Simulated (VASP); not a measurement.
# N2 in VASP: further runs, part 2 of 2

VASP 6.6.1. Earlier steps stand in the parts before.

## 3. Relaxation of the atoms, LDA

INCAR reads:

```
ALGO     = Normal         # electronic algorithm
EDIFF    = 1E-6           # SCF threshold, eV
EDIFFG   = -0.01          # ionic threshold
ENCUT    = 520            # plane-wave cutoff, eV
IBRION   = 2              # ionic algorithm
ISIF     = 2              # what is computed and relaxed
ISMEAR   = 1              # smearing method
LASPH    = True           # aspherical terms in the spheres
LCHARG   = False          # write CHGCAR
LREAL    = False          # projectors in reciprocal space
LWAVE    = False          # write WAVECAR
NELM     = 100            # most SCF steps
NSW      = 60             # ionic steps
PREC     = Accurate       # precision mode
SIGMA    = 0.02           # smearing width, eV
```

KPOINTS reads:

```
k-points
0
Gamma
  1 1 1
```

POSCAR reads:

```
N
1.0
    9.0000000000      0.0000000000      0.0000000000
    0.0000000000      9.5000000000      0.0000000000
    0.0000000000      0.0000000000     10.0000000000
N
2
Direct
    0.5000000000      0.5000000000      0.4445000000
    0.5000000000      0.5000000000      0.5555000000
```

Potentials or basis: VASP PAW LDA potentials, release 64 (N).

Launch:

```
cat potpaw_LDA.64/N/POTCAR > POTCAR
mpirun -np 1 vasp_gam > vasp.out
```

OUTCAR:

```text
EDIFF = 1E-6
   EDIFFG = -0.01
   ENCUT = 520
   IBRION = 2
   ISIF = 2
   ISMEAR = 1
   LASPH = True
   LREAL = False
   NELM = 100
   NSW = 60
   PREC = Accurate

 ion  position               nearest neighbor table
   1  0.500  0.500  0.444-   2 1.11
   2  0.500  0.500  0.556-   1 1.11

  LATTYP: Found a simple orthorhombic cell.
 ALAT       =     9.0000000000
 B/A-ratio  =     1.0555555556
 C/A-ratio  =     1.1111111111

  Lattice vectors:

 A1 = (   9.0000000000,   0.0000000000,   0.0000000000)
 A2 = (   0.0000000000,   9.5000000000,   0.0000000000)
 A3 = (   0.0000000000,   0.0000000000,  10.0000000000)

Analysis of symmetry for initial positions (statically):
=====================================================================
 Subroutine PRICEL returns:
 Original cell was already a primitive cell.

 Routine SETGRP: Setting up the symmetry group for a
 simple orthorhombic supercell.

 Subroutine GETGRP returns: Found  8 space group operations
 (whereof  8 operations were pure point group operations)
 out of a pool of  8 trial point group operations.

The static configuration has the point symmetry D_2h.

Analysis of symmetry for dynamics (positions and initial velocities):
=====================================================================
 Subroutine PRICEL returns:
 Original cell was already a primitive cell.

 Routine SETGRP: Setting up the symmetry group for a
 simple orthorhombic supercell.

 Subroutine GETGRP returns: Found  8 space group operations
 (whereof  8 operations were pure point group operations)
 out of a pool of  8 trial point group operations.

The dynamic configuration has the point symmetry D_2h.

 Subroutine INISYM returns: Found  8 space group operations
 (whereof  8 operations are pure point group operations),
 and found     1 'primitive' translations

----------------------------------------------------------------------------------------

                                     Primitive cell

  volume of cell :     855.0000

  direct lattice vectors                    reciprocal lattice vectors
     9.000000000  0.000000000  0.000000000     0.111111111  0.000000000  0.000000000
     0.000000000  9.500000000  0.000000000     0.000000000  0.105263158  0.000000000
     0.000000000  0.000000000 10.000000000     0.000000000  0.000000000  0.100000000

  length of vectors
     9.000000000  9.500000000 10.000000000     0.111111111  0.105263158  0.100000000

  position of ions in fractional coordinates (direct lattice)
     0.500000000  0.500000000  0.444500000
     0.500000000  0.500000000  0.555500000

  ion indices of the primitive-cell ions
   primitive index   ion index
                 1           1
                 2           2

----------------------------------------------------------------------------------------

 KPOINTS: k-points

Automatic generation of k-mesh.
 Grid dimensions read from file:
 generate k-points for:    1    1    1

 Generating k-lattice:

  Cartesian coordinates                     Fractional coordinates (reciprocal lattice)
     0.111111111  0.000000000  0.000000000     1.000000000  0.000000000  0.000000000
     0.000000000  0.105263158  0.000000000     0.000000000  1.000000000  0.000000000
     0.000000000  0.000000000  0.100000000     0.000000000  0.000000000  1.000000000

  Length of vectors
     0.111111111  0.105263158  0.100000000

  Shift w.r.t. Gamma in fractional coordinates (k-lattice)
     0.000000000  0.000000000  0.000000000

 Subroutine IBZKPT returns following result:
 ===========================================

 Found      1 irreducible k-points:

 Following reciprocal coordinates:
            Coordinates               Weight
  0.000000  0.000000  0.000000      1.000000
   k-points           NKPTS =      1   k-points in BZ     NKDIM =      1   number of bands    NBANDS=      9
   number of dos      NEDOS =    301   number of ions     NIONS =      2
   total plane-waves  NPLWV = 403200
   dimension x,y,z NGX =    70 NGY =   72 NGZ =   80
   dimension x,y,z NGXF=   140 NGYF=  144 NGZF=  160
   ions per type =               2
   NGX,Y,Z   is equivalent  to a cutoff of  12.93, 12.60, 13.30 a.u.
   NGXF,Y,Z  is equivalent  to a cutoff of  25.86, 25.20, 26.60 a.u.
 SYSTEM =  unknown system
   PREC   = accura    normal or accurate (medium, high low for compatibility)
   ISTART =      0    job   : 0-new  1-cont  2-samecut
   ICHARG =      2    charge: 1-file 2-atom 10-const
   ISPIN  =      1    spin polarized calculation?
   LNONCOLLINEAR =      F non collinear calculations
   LSORBIT =      F    spin-orbit coupling
   LASPH  =      T    aspherical Exc in radial PAW
   ENCUT  =  520.0 eV  38.22 Ry    6.18 a.u.  16.73 17.66 18.59*2*pi/ulx,y,z
   NELM   =    100;   NELMIN=  2; NELMDL= -5     # of ELM steps
   EDIFF  = 0.1E-05   stopping-criterion for ELM
   LREAL  =      F    real-space projection
   EDIFFG = -.1E-01   stopping-criterion for IOM
   NSW    =     60    number of steps for IOM
   IBRION =      2    ionic relax: 0-MD 1-quasi-New 2-CG
   NFREE  =      1    steps in history (QN), initial steepest desc. (CG)
   ISIF   =      2    stress and relaxation
   ISYM   =      2    0-nonsym 1-usesym 2-fastsym
   POTIM  = 0.5000    time-step for ionic-motion
   TEBEG  =    0.0;   TEEND  =   0.0 temperature during run
   PSTRESS=    0.0 pullay stress
   NELECT =      10.0000    total number of electrons
   NUPDOWN=      -1.0000    fix difference up-down
   EMIN   =  10.00;   EMAX   =-10.00  energy-range for DOS
   EFERMI =   0.00;   METHOD = LEGACY
   ISMEAR =     1;   SIGMA  =   0.02  broadening in eV -4-tet -1-fermi 0-gaus
   EFERMI_NEDOS =   21; number of points for ismear=-14 and -15
   IALGO  =     38    algorithm
   IMIX   =      4    mixing-type and parameters
     AMIX     =   0.40;   BMIX     =  1.00
     AMIX_MAG =   1.60;   BMIX_MAG =  1.00
  volume/ion in A,a.u.               =     427.50      2884.91
  Fermi-wavevector in a.u.,A,eV,Ry     =   0.371609  0.702239  1.878872  0.138093
  Thomas-Fermi vector in A             =   1.299861
   LORBIT       =      0    0 simple, 1 ext, 2 COOP (PROOUT), +10 PAW based schemes
   GGA     = CA    functional components
   LHFCALC =     F    Hartree Fock is set to
   AEXX    =    0.0000 exact exchange contribution
   IVDW    =     0    specifies the selected vdW correction
   LEPSILON=     F    determine dielectric tensor
   LRPA    =     F    only Hartree local field effects (RPA)
 conjugate gradient relaxation of ions
 non-spin polarized calculation
 Methfessel and Paxton  Order N= 1 SIGMA  =   0.02
  energy-cutoff  :      520.00
  volume of cell :      855.00
 maximum number of plane-waves:     11510
 NGX is ok and might be reduce to    70
   NGX = 33   NGY = 35   NGZ = 37

--------------------------------------- Ionic step        1  -------------------------------------------

 number of electron      10.0000000 magnetization

 Free energy of the ion-electron system (eV)
  ---------------------------------------------------
  ext. energy  EPLUGINS =         0.00000000
  ---------------------------------------------------
  free energy    TOTEN  =       -17.48492054 eV

  energy without entropy =      -17.48608012  energy(sigma->0) =      -17.48530707

------------------------ aborting loop because EDIFF is reached ----------------------------------------

  FORCE on cell =-STRESS in cart. coord.  units (eV):
  Direction    XX          YY          ZZ          XY          YZ          ZX
  --------------------------------------------------------------------------------------
  -------------------------------------------------------------------------------------
  Total       -0.0354996     -0.0344290     -1.2053759     -0.0000000      0.0000000      0.0000000
  in kB       -0.0665224     -0.0645162     -2.2587438     -0.0000000      0.0000000      0.0000000
  external PRESSURE =      -0.7965941 kB  Pullay stress =       0.0000000 kB
[... 93 lines left out ...]
  energy  without entropy=      -17.4898653098  energy(sigma->0) =      -17.48909226

--------------------------------------- Ionic step        4  -------------------------------------------

 number of electron      10.0000000 magnetization

 Free energy of the ion-electron system (eV)
  ---------------------------------------------------
  ext. energy  EPLUGINS =         0.00000000
  ---------------------------------------------------
  free energy    TOTEN  =       -17.48871361 eV

  energy without entropy =      -17.48987319  energy(sigma->0) =      -17.48910014

 E-fermi : -10.1715     XC(G=0):  -0.6728

 val. band max:      -10.1882930920   @ k =   0.0000   0.0000   0.0000
 cond. band min:      -2.1015010544   @ k =   0.0000   0.0000   0.0000
 fundamental gap:      8.0867920375
 Fermi energy:       -10.1714554476

 k-point     1 :       0.0000    0.0000    0.0000
  band No.  band energies     occupation
      1     -28.1890      2.00000
      2     -13.2446      2.00000
      3     -11.7058      2.00000
      4     -11.7058      2.00000
      5     -10.1883      2.00000
      6      -2.1015      0.00000
      7      -2.1012      0.00000
      8      -0.1497      0.00000
      9       1.2508      0.00000

------------------------ aborting loop because EDIFF is reached ----------------------------------------
[... 25 lines left out ...]
  FREE ENERGIE OF THE ION-ELECTRON SYSTEM (eV)
  ---------------------------------------------------
  free  energy   TOTEN  =       -17.4887136096 eV

  energy  without entropy=      -17.4898731907  energy(sigma->0) =      -17.48910014

 reached required accuracy - stopping structural energy minimisation
```

It took 41 s on 1 thread of Intel Xeon Platinum 8488C (Sapphire Rapids), shared host; peak memory 0.53 GiB.

What came out:

| Item | Value |
| --- | --- |
| Free energy | -17.4887 eV |
| Energy gained by relaxing | 1.9 meV/atom |
| Ionic steps | 4 |
| Gap between the frontier levels | 8.09 eV |

Forces on the atoms (eV/Å):
```
N    0.000  0.000 -0.003
N    0.000  0.000  0.003
```

Step by step:
| step | energy change (eV) | largest force (eV/Å) | pressure (GPa) |
| --- | --- | --- | --- |
| 1 | 0.0000 | 1.0583 | -0.08 |
| 2 | 0.8862 | 21.1637 | 1.32 |
| 3 | -0.0038 | 0.0479 | 0.00 |
| 4 | -0.0038 | 0.0025 | -0.01 |

Final structure:
```cif
data_structure
_symmetry_space_group_name_H-M 'P 1'
_symmetry_Int_Tables_number 1
_cell_length_a 9.0000
_cell_length_b 9.5000
_cell_length_c 10.0000
_cell_angle_alpha 90.000
_cell_angle_beta 90.000
_cell_angle_gamma 90.000
_cell_volume 855.00
loop_
_atom_site_label
_atom_site_type_symbol
_atom_site_fract_x
_atom_site_fract_y
_atom_site_fract_z
_atom_site_occupancy
N1 N 0.50000 0.50000 0.44485 1
N2 N 0.50000 0.50000 0.55515 1
```

Levels at points of the mesh, in eV from the valence-band top:
```tsv
k point	band 3	band 4	band 5	band 6	band 7	band 8
(0.00, 0.00, 0.00)	-1.52	-1.52	0.00	8.09	8.09	10.04
```

Caveat: the standard files for N, O and F lose accuracy on very short bonds. A hybrid or GW would open this gap; LDA tends to underestimate it.
